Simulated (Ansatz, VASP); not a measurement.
# Two plane-wave programs on H

Contents of INCAR:

```
PREC = Accurate
ENCUT = 520
EDIFF = 1E-6
ISMEAR = 0
SIGMA = 0.05
LREAL = False
LASPH = True
NELM = 80
ALGO = Normal
ISIF = 2
LWAVE = False
LCHARG = False
NBANDS = 10
```

Contents of KPOINTS:

```
regular mesh
0
Gamma
  8 8 4
```

File POSCAR:

```
H
1.0
    1.5661052670     -2.5951038185      0.0000000000
    1.5661052670      2.5951038185      0.0000000000
    0.0000000000      0.0000000000      5.9980801890
H
4
Direct
    0.5678085000      0.4321915000      0.9995149500
    0.4321915000      0.5678085000      0.0004850500
    0.4321915000      0.5678085000      0.4995149500
    0.5678085000      0.4321915000      0.5004850500
```

Input for Ansatz:

```yaml
crystal:
  lattice:
    - [1.566105267, -2.5951038185, 0.0]
    - [1.566105267, 2.5951038185, 0.0]
    - [0.0, 0.0, 5.998080189]
  atoms:
    - { symbol: H, position: [0.5678085, 0.4321915, 0.99951495] }
    - { symbol: H, position: [0.4321915, 0.5678085, 0.00048505] }
    - { symbol: H, position: [0.4321915, 0.5678085, 0.49951495] }
    - { symbol: H, position: [0.5678085, 0.4321915, 0.50048505] }
basis:
  ecutwfc: 420
kpoints:
  mp_grid: { grid: [8, 8, 4] }
hamiltonian:
  xc: lda
scf:
  occupations: { method: gaussian, width: 0.05 }
output:
  forces: true
  stress: true
  eigenvalues: true
```

Change from the starting cell: strain -0.050 along x and y, -0.050 along z, atoms carried along.

Alike in both runs: task single point; functional LDA; k mesh 8 × 8 × 4; occupations gaussian, width 0.05 eV; no spin polarisation.

|  | VASP | Ansatz |
| --- | --- | --- |
| version | VASP 6.6.1 | Ansatz 0.2.0 |
| potentials or method | VASP PAW LDA potentials, release 64 (H) | scalar-relativistic, plane waves, PAW |
| plane-wave cutoff (eV) | 520 | 420 |
| valence electrons in the cell | 4 | 4 |

|  | VASP | Ansatz | Ansatz less VASP |
| --- | --- | --- | --- |
| gap on the k mesh at the Fermi level (eV) | 7.88 | 7.89 | +0.007 |
| least direct gap on the mesh (eV) | 7.90 | 7.90 | +0.007 |
| pressure (GPa) | 3.3 | 3.5 | +0.19 |
| largest component of the traceless stress (GPa) | 7.68 | 7.69 | +0.014 |
| rms of the force components (eV/Å) | 1.478 | 1.474 | -0.0037 |

Atom by atom the forces differ by 0.004 eV/Å (rms over components).

Caveats: forces of over 1 eV/Å show positions far from the minimum, so gaps and moduli don't describe the material at rest. A k mesh can miss the band edges.
